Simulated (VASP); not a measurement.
Wanted: the native input for a VASP 6.6.1 run.

```
Task                   : single point
Functional             : PBE
Potentials or basis    : VASP PAW PBE potentials, release 64 (Se_GW)
Cutoff                 : 400 eV
k mesh                 : 5 × 5 × 5
Occupations            : gaussian, width 0.02 eV
Spin                   : no spin polarisation
Further INCAR settings : ALGO = Normal; EDIFF = 1e-06; NBANDS = 9
```

The structure of Se lies in POSCAR:

```
Se
1.0
    2.8105630200      0.0000000000      0.0000000000
    0.0000000000      2.8105630200      0.0000000000
    0.0000000000      0.0000000000      2.8105630200
Se
1
Direct
    0.0000000000      0.0000000000      0.0000000000
```

This isn't the form of Se at room conditions, which is trigonal, of chains.

The input as run:

INCAR

```
SYSTEM = Se
PREC = Accurate ; ENCUT = 400
EDIFF = 1E-6 ; ISMEAR = 0
SIGMA = 0.02 ; LREAL = .FALSE.
LASPH = .TRUE. ; NELM = 60
ALGO = Normal ; ISIF = 2
LWAVE = .FALSE. ; LCHARG = .TRUE.
GGA = PE ; LELF = .TRUE.
LVHAR = .TRUE. ; NBANDS = 9
```

KPOINTS

```
regular mesh
0
G
  5 5 5
  0 0 0
```

Potentials or basis: VASP PAW PBE potentials, release 64 (Se_GW).

Command:

```sh
$ cat potpaw_PBE.64/Se_GW/POTCAR > POTCAR
$ mpirun -np 1 vasp_std > vasp.out
```

It gave:

```json
{
 "Pressure": "0.0 GPa",
 "Band gap on the k mesh": "none (metal or under the smearing width)"
}
```

Caveat: the k mesh is coarse (spacing up to 0.45 Å⁻¹), so the values aren't converged.

Run time: 3.4 s on 1 thread of AMD EPYC 7R43 64-Core Processor (Zen 3), on a shared host, peak memory 0.08 GiB.
